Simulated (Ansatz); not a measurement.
# Mn (fcc): the equilibrium volume

Aim: the volume at which the pressure of Mn (fcc) vanishes. The run doesn't test whether this is the element's stable form.

Computed with Ansatz 0.2.0 (DFT PBE, scalar-relativistic, plane waves, PAW, unless a step's input says otherwise).

## (1) The starting structure

It takes space group Fm-3m (No. 225, cubic). The conventional cell has a = 3.654 Å, b = 3.654 Å, c = 3.654 Å, α = 90.00°, β = 90.00°, γ = 90.00°. Mn (site symmetry m-3m) has 12 Mn at 2.58 Å as nearest neighbours.

Coordinates:

```cif
data_structure
_symmetry_space_group_name_H-M 'Fm-3m'
_symmetry_Int_Tables_number 225
_cell_length_a 3.6543
_cell_length_b 3.6543
_cell_length_c 3.6543
_cell_angle_alpha 90.000
_cell_angle_beta 90.000
_cell_angle_gamma 90.000
_cell_volume 48.80
loop_
_atom_site_label
_atom_site_type_symbol
_atom_site_symmetry_multiplicity
_atom_site_Wyckoff_symbol
_atom_site_fract_x
_atom_site_fract_y
_atom_site_fract_z
_atom_site_occupancy
Mn1 Mn 4 a 0.00000 0.00000 0.00000 1
```

The moments start at Mn 3.50 μB.

## (2) The first run

input.yaml

```yaml
crystal:
  lattice:
    - [0.0, 1.8271482587, 1.8271482587]
    - [1.8271482587, 0.0, 1.8271482587]
    - [1.8271482587, 1.8271482587, 0.0]
  atoms:
    - { symbol: Mn, position: [0.0, 0.0, 0.0], spin: 3.5 }
basis:
  ecutwfc: 420
  ecutrho_ratio: 4
kpoints:
  mp_grid: { grid: [20, 20, 20] }
hamiltonian:
  xc: pbe
scf:
  occupations: { method: gaussian, width: 0.05 }
output:
  forces: true
  stress: true
  eigenvalues: true
  populations: true
magnetization:
  spin_polarized: true
```

Output, cut to the lines that bear on the results:

```text
Warning: RAYON_NUM_THREADS=2 ignored (pool sized by the plan → 2); use --threads N
[...]
Pseudopotentials: kind: paw
Pseudopotential: Mn, paw, valence charge 15, recommended cutoff 420 eV (normal), Mn.paw.azcp
Functional definition: PBE
[...]
Crystal: 1 atoms, lattice volume = 12.200 Å³
Basis set: ecut = 420 eV, 259 PW (Γ), exchange–correlation on 36×36×36 points (8 copies of the dense FFT grid, shifted against one another)
Bands: 14, of which v1, the nominal top of the filled ones, is band 8 counted from 1 (7 counted from 0)
Symmetry: 48 space group operations
Space group: Fm-3m (ITA 225), of the structure as read, at distance tolerance 2.3e-5 Å
Magnetic group: BNS 225.116 (UNI 1618), of the structure as read, at distance tolerance 2.3e-5 Å
k-points: 256 of 8000
[...]
Starting moments: Σ|m| = 3.5 μB on 1 of 1 site
[...]
SCF iter   1: F=—  HF=-3900.625897 eV  |F-HF|=—  |Δ(HF+E_count)|=         —  Δρ=3.57e-1 (↑3.57e-1 ↓1.96e-1)  dr2=2.98e0  dr2_m=8.36e0  M=0.755 μB ∫|m|=0.759 μB  β_m=0.30  ethr=3.10e-3  ⟨swp⟩=4.4  Hψ=31973  notcnv=0
[...]
Starting moments: Σ|m| = 3.5 μB on 1 of 1 site; this step starts from the density that it was given
[...]
SCF iter   5: F=—  HF=-3898.621242 eV  |F-HF|=—  |Δ(HF+E_count)|=   1.25e-3  Δρ=2.41e-4 (↑2.21e-4 ↓2.41e-4)  dr2=1.11e-6  dr2_m=5.20e-6  M=0.193 μB ∫|m|=0.196 μB  ethr=4.11e-6  ⟨swp⟩=1.0  Hψ=23436  notcnv=0
an SCF towards Hund's moment on open shells that bore less, with the run's symmetry operations kept, reached no lower state that the run goes on to. This is no proof of a minimum
at 1 of the mixer's solves, the last at iteration 3, it left a direction of its history that read negative out of its fit and stepped the other way along it
SCF converged after 16 iterations
Magnetization: 0.1690 μB (7.5845 up, 7.4155 down)
Absolute magnetization: 0.1712 μB (∫|ρ↑−ρ↓|, with the PAW one-centre terms)
Spin contamination: 0.0039 ħ² per cell (⟨S²⟩ above its minimum at these occupations)
Per-site moments (μB) at R_I (Å): [(0.1650455704506243, 1.065890862266969)]
Free energy (F): -3898.621276 eV
[...]
E sigma→0 (E₀):  -3898.620316 eV
Entropy (-TS):   -0.001920 eV (-1.920 meV/atom)
Fermi energy:    17.450128 eV
[...]
--- Forces (eV/Å), atoms counted from 1 ---
  atom   1  Mn    -0.00000000     0.00000000    -0.00000000
[...]
--- Stress (GPa, compression-positive) ---
      -26.795019      -0.000000       0.000000
       -0.000000     -26.795019      -0.000000
        0.000000       0.000000     -26.795019
  P = ⅓ Tr σ = -26.7950 GPa (-267.950 kbar)
--- Band table (eV; the first three rows and the last of 512) ---
  k-point 0 ↑: bands = ["-61.8718", "-30.3096", "-30.3096", "-30.3096", "9.6538", "16.4609", "16.4609", "16.4609", "17.7696", "17.7696", "37.9356", "42.7631", "42.7631", "42.7631"]
[...]
--- Löwdin populations: 1 site ---
  site symbol       q [e]    m [muB]
     0     Mn     14.8105     0.1708
  spilling = 0.012634 (of n_electrons = 15.000000)
```

Run time: 23 s. Hardware: 2 threads of an Arm CPU, shared host; peak memory 0.52 GiB.

In short: volume 12.200 Å³/atom, pressure -26.80 GPa, no gap, moments in the atoms' spheres Mn 0.17 μB.

## (3) Stepping to 10.980 Å³/atom

input.yaml

```yaml
crystal:
  lattice:
    - [0.0, 1.7640922479, 1.7640922479]
    - [1.7640922479, 0.0, 1.7640922479]
    - [1.7640922479, 1.7640922479, 0.0]
  atoms:
    - { symbol: Mn, position: [0.0, 0.0, 0.0], spin: 0.18 }
basis:
  ecutwfc: 420
  ecutrho_ratio: 4
kpoints:
  mp_grid: { grid: [20, 20, 20] }
hamiltonian:
  xc: pbe
scf:
  occupations: { method: gaussian, width: 0.05 }
output:
  forces: true
  stress: true
  eigenvalues: true
  populations: true
magnetization:
  spin_polarized: true
```

Output, cut to the lines that bear on the results:

```text
Warning: RAYON_NUM_THREADS=2 ignored (pool sized by the plan → 2); use --threads N
[...]
[... 3 set-up lines as earlier in the session ...]
[...]
Crystal: 1 atoms, lattice volume = 10.980 Å³
Basis set: ecut = 420 eV, 181 PW (Γ), exchange–correlation on 36×36×36 points (8 copies of the dense FFT grid, shifted against one another)
Bands: 12, of which v1, the nominal top of the filled ones, is band 8 counted from 1 (7 counted from 0)
[... 1 set-up line as earlier in the session ...]
Space group: Fm-3m (ITA 225), of the structure as read, at distance tolerance 2.2e-5 Å
Magnetic group: BNS 225.116 (UNI 1618), of the structure as read, at distance tolerance 2.2e-5 Å
k-points: 256 of 8000
[...]
Starting moments: Σ|m| = 0.18 μB on 1 of 1 site
[...]
Absolute magnetization: 0.0843 μB (∫|ρ↑−ρ↓|, with the PAW one-centre terms)
Spin contamination: 0.0015 ħ² per cell (⟨S²⟩ above its minimum at these occupations)
Per-site moments (μB) at R_I (Å): [(0.08053869187600045, 1.029106312681186)]
Free energy (F): -3898.754177 eV
[...]
E sigma→0 (E₀):  -3898.753208 eV
Entropy (-TS):   -0.001938 eV (-1.938 meV/atom)
Fermi energy:    19.823961 eV
[...]
--- Forces (eV/Å), atoms counted from 1 ---
  atom   1  Mn    -0.00000000     0.00000000    -0.00000000
[...]
--- Stress (GPa, compression-positive) ---
       -5.856718       0.000000       0.000000
        0.000000      -5.856718      -0.000000
       -0.000000       0.000000      -5.856718
  P = ⅓ Tr σ = -5.8567 GPa (-58.567 kbar)
--- Band table (eV; the first three rows and the last of 512) ---
  k-point 0 ↑: bands = ["-59.5295", "-27.8475", "-27.8475", "-27.8475", "11.5363", "18.6798", "18.6798", "18.6798", "20.2816", "20.2816", "41.0159", "46.5581"]
[...]
--- Löwdin populations: 1 site ---
  site symbol       q [e]    m [muB]
     0     Mn     14.8224     0.0841
  spilling = 0.011841 (of n_electrons = 15.000000)
```

Run time: 7.5 s. Hardware: 2 threads of an Arm CPU, shared host; peak memory 0.34 GiB.

This gives: volume 10.980 Å³/atom, pressure -5.86 GPa, metallic, moments in the atoms' spheres Mn 0.08 μB.

## (4) Stepping to 10.738 Å³/atom

input.yaml

```yaml
crystal:
  lattice:
    - [0.0, 1.7510215378, 1.7510215378]
    - [1.7510215378, 0.0, 1.7510215378]
    - [1.7510215378, 1.7510215378, 0.0]
  atoms:
    - { symbol: Mn, position: [0.0, 0.0, 0.0], spin: 0.09 }
basis:
  ecutwfc: 420
  ecutrho_ratio: 4
kpoints:
  mp_grid: { grid: [20, 20, 20] }
hamiltonian:
  xc: pbe
scf:
  occupations: { method: gaussian, width: 0.05 }
output:
  forces: true
  stress: true
  eigenvalues: true
  populations: true
magnetization:
  spin_polarized: true
```

Output, cut to the lines that bear on the results:

```text
Warning: RAYON_NUM_THREADS=2 ignored (pool sized by the plan → 2); use --threads N
[...]
[... 3 set-up lines as earlier in the session ...]
[...]
Crystal: 1 atoms, lattice volume = 10.738 Å³
Basis set: ecut = 420 eV, 181 PW (Γ), exchange–correlation on 36×36×36 points (8 copies of the dense FFT grid, shifted against one another)
Bands: 12, of which v1, the nominal top of the filled ones, is band 8 counted from 1 (7 counted from 0)
[... 2 set-up lines as earlier in the session ...]
Magnetic group: BNS 225.116 (UNI 1618), of the structure as read, at distance tolerance 2.2e-5 Å
k-points: 256 of 8000
[...]
Starting moments: Σ|m| = 0.09 μB on 1 of 1 site
[...]
Absolute magnetization: 0.0756 μB (∫|ρ↑−ρ↓|, with the PAW one-centre terms)
Spin contamination: 0.0014 ħ² per cell (⟨S²⟩ above its minimum at these occupations)
Per-site moments (μB) at R_I (Å): [(0.07208868905402853, 1.0214813427902132)]
Free energy (F): -3898.758614 eV
[...]
E sigma→0 (E₀):  -3898.757634 eV
Entropy (-TS):   -0.001959 eV (-1.959 meV/atom)
Fermi energy:    20.357951 eV
[...]
--- Forces (eV/Å), atoms counted from 1 ---
  atom   1  Mn    -0.00000000     0.00000000     0.00000000
[...]
--- Stress (GPa, compression-positive) ---
        0.111495       0.000000      -0.000000
        0.000000       0.111495       0.000000
        0.000000      -0.000000       0.111495
  P = ⅓ Tr σ = 0.1115 GPa (1.115 kbar)
--- Band table (eV; the first three rows and the last of 512) ---
  k-point 0 ↑: bands = ["-59.0095", "-27.2964", "-27.2964", "-27.2964", "11.9674", "19.1761", "19.1761", "19.1761", "20.8382", "20.8382", "41.6975", "47.3905"]
[...]
--- Löwdin populations: 1 site ---
  site symbol       q [e]    m [muB]
     0     Mn     14.8254     0.0755
  spilling = 0.011638 (of n_electrons = 15.000000)
```

It took 7.2 s on 2 threads of an Arm CPU, shared host; peak memory 0.34 GiB.

In short: volume 10.738 Å³/atom, pressure 0.11 GPa, no gap, moments in the atoms' spheres Mn 0.07 μB.

## (5) The way to zero pressure

```csv
step,level,mesh,relaxed,volume (Å³/atom),pressure (GPa)
2,PBE,20×20×20,nothing,12.200,-26.80
3,PBE,20×20×20,nothing,10.980,-5.86
4,PBE,20×20×20,nothing,10.738,0.11
```

How the cell compares, before and after:

| cell as typed | before | after | change |
| --- | --- | --- | --- |
| a (Å) | 2.584 | 2.476 | -4.2 % |
| b (Å) | 2.584 | 2.476 | -4.2 % |
| c (Å) | 2.584 | 2.476 | -4.2 % |
| volume (Å³/atom) | 12.200 | 10.738 | -12.0 % |
| shortest distance (Å) | 2.584 | 2.476 | -4.2 % |
| space group | Fm-3m | Fm-3m | same |

## (6) What came out

| quantity | value |
| --- | --- |
| volume | 10.738 Å³/atom |
| pressure | 0.11 GPa |
| conventional cell | a = 3.502 Å, b = 3.502 Å, c = 3.502 Å, α = 90.00°, β = 90.00°, γ = 90.00° |
| gap on the mesh | none (metal) |
| spin moments in spheres | Mn 0.07 μB |

What this shows: Over the 3 runs shown the cell moved from 12.20 to 10.74 Å³/atom, a change of -12.0 %, where the pressure is zero within 0.11 GPa. Another start or magnetic order reached a lower energy, so these numbers don't belong to the lowest state found.
